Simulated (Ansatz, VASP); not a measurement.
# LiF: VASP beside Ansatz

```
Li F
1.0
     5.38376    0.00000    0.00000
     0.00000    5.38376    0.00000
     0.00000    0.00000    2.82131
Li F
4 4
Direct
  0.66329 0.33671 0.25000
  0.33671 0.66329 0.75000
  0.16329 0.16329 0.00000
  0.83671 0.83671 0.50000
  0.83117 0.16883 0.75000
  0.16883 0.83117 0.25000
  0.33117 0.33117 0.50000
  0.66883 0.66883 0.00000
```

Alike in both runs: functional PBE; k mesh 4 × 4 × 8; occupations gaussian, width 0.02 eV; no spin polarisation.

Ansatz relaxed the structure, and its values are those at the end. VASP's run is a single point on that final structure, the one shown.

```csv
,VASP,Ansatz
version,VASP 6.6.1,Ansatz 0.2.0
potentials or method,"VASP PAW PBE potentials, release 64 (Li_sv, F)","scalar-relativistic, plane waves, PAW"
plane-wave cutoff (eV),520,420
valence electrons in the cell,40,40
```

```tsv
	VASP	Ansatz	Ansatz less VASP
gap on the k mesh at the Fermi level (eV)	7.37	7.37	+0.009
least direct gap on the mesh (eV)	7.39	7.40	+0.010
```

 Expect the measured gap to be larger: semilocal functionals such as PBE lack the derivative discontinuity. A k mesh can miss the band edges.
